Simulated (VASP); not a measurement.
# Y (P6_3/mmc) in VASP: single point with PBEsol

Aim: the single point of Y with PBEsol.

Program: VASP 6.6.1. These are calculated values, not measurements. Logs are shortened: lines on timing, memory, paths and dates and some standing lists are left out, and cuts for length are marked.

**1. Starting point**

The structure is hexagonal, space group P6_3/mmc (No. 194). The conventional cell has a = 3.595 Å, b = 3.595 Å, c = 5.579 Å, α = 90.00°, β = 90.00°, γ = 120.00°. Around Y (site symmetry -6m2) lie 12 Y at 3.48 to 3.60 Å.

**2. Single point, PBEsol, non-collinear spin, zero start, spin-orbit coupling**

Contents of INCAR:

```
SYSTEM = Y
ALGO = Normal ; EDIFF = 1E-7
ENCUT = 520 ; GGA = PS
GGA_COMPAT = .False. ; ISIF = 2
ISMEAR = 0 ; LASPH = .True.
LCHARG = .False. ; LMAXMIX = 4
LORBIT = 11 ; LREAL = .False.
LSORBIT = .True. ; LWAVE = .False.
MAGMOM = 0 0 0 0 0 0 ; NBANDS = 34
NELM = 60 ; PREC = Accurate
SIGMA = 0.1
```

Contents of KPOINTS:

```
k-points
0
Gamma
  15 15 8
  0 0 0
```

Contents of POSCAR:

```
Y
1.0
    3.5951100000      0.0000000000      0.0000000000
   -1.7975500000      3.1134500000      0.0000000000
    0.0000000000      0.0000000000      5.5790000000
Y
2
Direct
    0.3333300000      0.6666700000      0.2500000000
    0.6666700000      0.3333300000      0.7500000000
```

Potentials or basis: VASP PAW PBE potentials, release 64 (Y_sv).

Command:

```console
> cat potpaw_PBE.64/Y_sv/POTCAR > POTCAR
> mpirun -np 1 vasp_ncl > vasp.out
```

OUTCAR:

```text
SYSTEM = Y
   EDIFF = 1E-7
   ENCUT = 520
   GGA = PS
   ISIF = 2
   ISMEAR = 0
   LASPH = .True.
   LORBIT = 11
   LREAL = .False.
   LSORBIT = .True.
   NELM = 60
   PREC = Accurate

 ion  position               nearest neighbor table
   1  0.333  0.667  0.250-   2 3.48   2 3.48   2 3.48   2 3.48   2 3.48   2 3.48
   2  0.667  0.333  0.750-   1 3.48   1 3.48   1 3.48   1 3.48   1 3.48   1 3.48

  LATTYP: Found a hexagonal cell.
 ALAT       =     3.5951100000
 C/A-ratio  =     1.5518301248

  Lattice vectors:

 A1 = (   3.5951100000,   0.0000000000,   0.0000000000)
 A2 = (  -1.7975500000,   3.1134500000,   0.0000000000)
 A3 = (   0.0000000000,   0.0000000000,   5.5790000000)

Analysis of symmetry for initial positions (statically):
=====================================================================
 Subroutine PRICEL returns:
 Original cell was already a primitive cell.

 Routine SETGRP: Setting up the symmetry group for a
 hexagonal supercell.

 Subroutine GETGRP returns: Found  8 space group operations
 (whereof  4 operations were pure point group operations)
 out of a pool of 24 trial point group operations.

The static configuration has the point symmetry C_2h.
 The point group associated with its full space group is D_2h.

Analysis of symmetry for dynamics (positions and initial velocities):
=====================================================================
 Subroutine PRICEL returns:
 Original cell was already a primitive cell.

 Routine SETGRP: Setting up the symmetry group for a
 hexagonal supercell.

 Subroutine GETGRP returns: Found  8 space group operations
 (whereof  4 operations were pure point group operations)
 out of a pool of 24 trial point group operations.

The dynamic configuration has the point symmetry C_2h.
 The point group associated with its full space group is D_2h.

Analysis of structural, dynamic, and magnetic symmetry:
=====================================================================
 Subroutine PRICEL returns:
 Original cell was already a primitive cell.

 Routine SETGRP: Setting up the symmetry group for a
 hexagonal supercell.

 Subroutine GETGRP returns: Found  8 space group operations
 (whereof  4 operations were pure point group operations)
 out of a pool of 24 trial point group operations.

The overall configuration has the point symmetry C_2h.
 The point group associated with its full space group is D_2h.

 Subroutine INISYM returns: Found  8 space group operations
 (whereof  4 operations are pure point group operations),
 and found     1 'primitive' translations

----------------------------------------------------------------------------------------

                                     Primitive cell

  volume of cell :      62.4468

  direct lattice vectors                    reciprocal lattice vectors
     3.595110000  0.000000000  0.000000000     0.278155606  0.160593107  0.000000000
    -1.797550000  3.113450000  0.000000000     0.000000000  0.321187108  0.000000000
     0.000000000  0.000000000  5.579000000     0.000000000  0.000000000  0.179243592

  length of vectors
     3.595110000  3.595101793  5.579000000     0.321186374  0.321187108  0.179243592

  position of ions in fractional coordinates (direct lattice)
     0.333330000  0.666670000  0.250000000
     0.666670000  0.333330000  0.750000000

  ion indices of the primitive-cell ions
   primitive index   ion index
                 1           1
                 2           2

----------------------------------------------------------------------------------------

 KPOINTS: k-points

Automatic generation of k-mesh.
 Grid dimensions read from file:
 generate k-points for:   15   15    8

 Generating k-lattice:

  Cartesian coordinates                     Fractional coordinates (reciprocal lattice)
     0.018543707  0.010706207  0.000000000     0.066666667 -0.000000000  0.000000000
     0.000000000  0.021412474  0.000000000     0.000000000  0.066666667  0.000000000
     0.000000000  0.000000000  0.022405449     0.000000000  0.000000000  0.125000000

  Length of vectors
     0.021412425  0.021412474  0.022405449

  Shift w.r.t. Gamma in fractional coordinates (k-lattice)
     0.000000000  0.000000000  0.000000000

[... 36 lines left out ...]
   dimension x,y,z NGXF=    56 NGYF=   56 NGZF=   84
   ions per type =               2
   NGX,Y,Z   is equivalent  to a cutoff of  12.95, 12.95, 12.52 a.u.
   NGXF,Y,Z  is equivalent  to a cutoff of  25.90, 25.90, 25.03 a.u.
 SYSTEM =  Y
   PREC   = accura    normal or accurate (medium, high low for compatibility)
   ISTART =      0    job   : 0-new  1-cont  2-samecut
   ICHARG =      2    charge: 1-file 2-atom 10-const
   ISPIN  =      1    spin polarized calculation?
   LNONCOLLINEAR =      T non collinear calculations
   LSORBIT =      T    spin-orbit coupling
   LASPH  =      T    aspherical Exc in radial PAW
   ENCUT  =  520.0 eV  38.22 Ry    6.18 a.u.   6.68  6.68 10.37*2*pi/ulx,y,z
   NELM   =     60;   NELMIN=  2; NELMDL= -5     # of ELM steps
   EDIFF  = 0.1E-06   stopping-criterion for ELM
   LREAL  =      F    real-space projection
   EDIFFG = 0.1E-05   stopping-criterion for IOM
   NSW    =      0    number of steps for IOM
   IBRION =     -1    ionic relax: 0-MD 1-quasi-New 2-CG
   NFREE  =      0    steps in history (QN), initial steepest desc. (CG)
   ISIF   =      2    stress and relaxation
   ISYM   =      2    0-nonsym 1-usesym 2-fastsym
   POTIM  = 0.5000    time-step for ionic-motion
   TEBEG  =    0.0;   TEEND  =   0.0 temperature during run
   PSTRESS=    0.0 pullay stress
   NELECT =      22.0000    total number of electrons
   NUPDOWN=      -1.0000    fix difference up-down
   EMIN   =  10.00;   EMAX   =-10.00  energy-range for DOS
   EFERMI =   0.00;   METHOD = LEGACY
   ISMEAR =     0;   SIGMA  =   0.10  broadening in eV -4-tet -1-fermi 0-gaus
   EFERMI_NEDOS =   21; number of points for ismear=-14 and -15
   IALGO  =     38    algorithm
   IMIX   =      4    mixing-type and parameters
     AMIX     =   0.40;   BMIX     =  1.00
     AMIX_MAG =   1.60;   BMIX_MAG =  1.00
  volume/ion in A,a.u.               =      31.22       210.71
  Fermi-wavevector in a.u.,A,eV,Ry     =   1.156234  2.184965 18.189303  1.336876
  Thomas-Fermi vector in A             =   2.292855
   LORBIT       =     11    0 simple, 1 ext, 2 COOP (PROOUT), +10 PAW based schemes
   GGA     = PS    functional components
   LHFCALC =     F    Hartree Fock is set to
   AEXX    =    0.0000 exact exchange contribution
   IVDW    =     0    specifies the selected vdW correction
   LEPSILON=     F    determine dielectric tensor
   LRPA    =     F    only Hartree local field effects (RPA)
 Gauss-broadening in eV      SIGMA  =   0.10
  energy-cutoff  :      520.00
  volume of cell :       62.45
 maximum number of plane-waves:      3414
   NGX = 13   NGY = 13   NGZ = 21

 number of electron      22.0000002 magnetization       0.0000000      0.0000000      0.0000000

 number of electron      22.0000002 magnetization       0.0000000     -0.0000000     -0.0000000

 number of electron      22.0000002 magnetization       0.0000000     -0.0000000      0.0000000

 number of electron      22.0000002 magnetization      -0.0000000     -0.0000000     -0.0000000

 Free energy of the ion-electron system (eV)
  ---------------------------------------------------
  ext. energy  EPLUGINS =         0.00000000
  ---------------------------------------------------
  free energy    TOTEN  =       -13.74813792 eV

  energy without entropy =      -13.73080274  energy(sigma->0) =      -13.73947033

 E-fermi :   3.1254     XC(G=0):  -9.7333

 val. band max:        3.1203814896   @ k =  -0.2667  -0.4000   0.5000
 cond. band min:       3.1357304582   @ k =  -0.2667   0.2000   0.3750
 fundamental gap:      0.0153489686
 Fermi energy:         3.1253888939

 k-point     1 :       0.0000    0.0000    0.0000
  band No.  band energies     occupation
      1     -39.3471      1.00000
      2     -39.3471      1.00000
      3     -39.2510      1.00000
      4     -39.2510      1.00000
      5     -20.3321      1.00000
      6     -20.3321      1.00000
[... 877 lines left out ...]
     33       6.8425      0.00000
     34       6.8425      0.00000

 [... further k-points ...]

------------------------ aborting loop because EDIFF is reached ----------------------------------------

  FORCE on cell =-STRESS in cart. coord.  units (eV):
  Direction    XX          YY          ZZ          XY          YZ          ZX
  --------------------------------------------------------------------------------------
  -------------------------------------------------------------------------------------
  Total       -0.0118897     -0.0118305     -0.0200499      0.0000511      0.0000000      0.0000000
  in kB       -0.3050488     -0.3035320     -0.5144134      0.0013120      0.0000000      0.0000000
  external PRESSURE =      -0.3743314 kB  Pullay stress =       0.0000000 kB

 VOLUME and BASIS-vectors are now :
 -----------------------------------------------------------------------------
  energy-cutoff  :      520.00
  volume of cell :       62.45
      direct lattice vectors                 reciprocal lattice vectors
     3.595110000  0.000000000  0.000000000     0.278155606  0.160593107  0.000000000
    -1.797550000  3.113450000  0.000000000     0.000000000  0.321187108  0.000000000
     0.000000000  0.000000000  5.579000000     0.000000000  0.000000000  0.179243592

 POSITION                                       TOTAL-FORCE (eV/Angst)
 -----------------------------------------------------------------------------------
     -0.00001      2.07564      1.39475         0.000050     -0.000029     -0.000000
      1.79757      1.03781      4.18425        -0.000050      0.000029      0.000000
 -----------------------------------------------------------------------------------
    total drift:                                0.000000      0.000000      0.000000

  FREE ENERGIE OF THE ION-ELECTRON SYSTEM (eV)
  ---------------------------------------------------
  free  energy   TOTEN  =       -13.7481379250 eV

  energy  without entropy=      -13.7308027382  energy(sigma->0) =      -13.73947033

 Spin-Orbit-Coupling matrix elements

 Ion:    1  E_soc:     -0.0987676
 l=   1
     0.0000000    -0.0163481    -0.0162806
    -0.0163481     0.0000000    -0.0163481
    -0.0162806    -0.0163481     0.0000000
 l=   2
     0.0000000    -0.0000227     0.0000000    -0.0000227    -0.0001047
    -0.0000227     0.0000000    -0.0000922    -0.0000271    -0.0000227
     0.0000000    -0.0000922     0.0000000    -0.0000922     0.0000000
    -0.0000227    -0.0000271    -0.0000922     0.0000000    -0.0000227
    -0.0001047    -0.0000227     0.0000000    -0.0000227     0.0000000
 l=   3
     0.0000000     0.0000000     0.0000000     0.0000000     0.0000000     0.0000000     0.0000000
     0.0000000     0.0000000     0.0000000     0.0000000     0.0000000    -0.0000000     0.0000000
     0.0000000     0.0000000     0.0000000     0.0000000     0.0000000     0.0000000     0.0000000
     0.0000000     0.0000000     0.0000000     0.0000000     0.0000000     0.0000000     0.0000000
     0.0000000     0.0000000     0.0000000     0.0000000     0.0000000     0.0000000     0.0000000
     0.0000000    -0.0000000     0.0000000     0.0000000     0.0000000     0.0000000     0.0000000
     0.0000000     0.0000000     0.0000000     0.0000000     0.0000000     0.0000000     0.0000000

 Ion:    2  E_soc:     -0.0987676
 l=   1
     0.0000000    -0.0163481    -0.0162806
    -0.0163481     0.0000000    -0.0163481
    -0.0162806    -0.0163481     0.0000000
 l=   2
     0.0000000    -0.0000227     0.0000000    -0.0000227    -0.0001047
    -0.0000227     0.0000000    -0.0000922    -0.0000271    -0.0000227
     0.0000000    -0.0000922     0.0000000    -0.0000922     0.0000000
    -0.0000227    -0.0000271    -0.0000922     0.0000000    -0.0000227
    -0.0001047    -0.0000227     0.0000000    -0.0000227     0.0000000
 l=   3
     0.0000000     0.0000000     0.0000000     0.0000000     0.0000000     0.0000000     0.0000000
     0.0000000     0.0000000     0.0000000     0.0000000     0.0000000    -0.0000000     0.0000000
     0.0000000     0.0000000     0.0000000     0.0000000     0.0000000     0.0000000     0.0000000
     0.0000000     0.0000000     0.0000000     0.0000000     0.0000000     0.0000000     0.0000000
     0.0000000     0.0000000     0.0000000     0.0000000     0.0000000     0.0000000     0.0000000
     0.0000000    -0.0000000     0.0000000     0.0000000     0.0000000     0.0000000     0.0000000
     0.0000000     0.0000000     0.0000000     0.0000000     0.0000000     0.0000000     0.0000000

 total charge

# of ion       s       p       d       f       tot
--------------------------------------------------
    1        2.290   6.242   0.966   0.008   9.507
    2        2.290   6.242   0.966   0.008   9.507
--------------------------------------------------
tot          4.581  12.484   1.933   0.015  19.013

 magnetization (x)

# of ion       s       p       d       f       tot
--------------------------------------------------
    1        0.000   0.000   0.000   0.000   0.000
    2        0.000   0.000   0.000   0.000   0.000
--------------------------------------------------
tot          0.000   0.000   0.000   0.000   0.000

 magnetization (y)

# of ion       s       p       d       f       tot
--------------------------------------------------
    1        0.000   0.000   0.000   0.000   0.000
    2        0.000   0.000   0.000   0.000   0.000
--------------------------------------------------
tot          0.000   0.000   0.000   0.000   0.000

 magnetization (z)

# of ion       s       p       d       f       tot
--------------------------------------------------
    1        0.000   0.000   0.000   0.000   0.000
    2        0.000   0.000   0.000   0.000   0.000
--------------------------------------------------
tot          0.000   0.000   0.000   0.000   0.000
```

It took 11 min on 1 thread of Intel Xeon 6975P-C (Granite Rapids), shared host; peak memory 0.99 GiB.

Results:

```yaml
Free_energy: -13.7481 eV
Pressure: 0.0 GPa
Net_moment: 0.00 μB per cell
Valence_electrons_inside_the_program's_atomic_spheres: Y 9.51
```

Moments on the atoms (μB; x, y, z):
```
Y   0.00 0.00 0.00
Y   0.00 0.00 0.00
```

Caveat: the PAW data sets were made with another functional, which shifts forces and pressure a little.
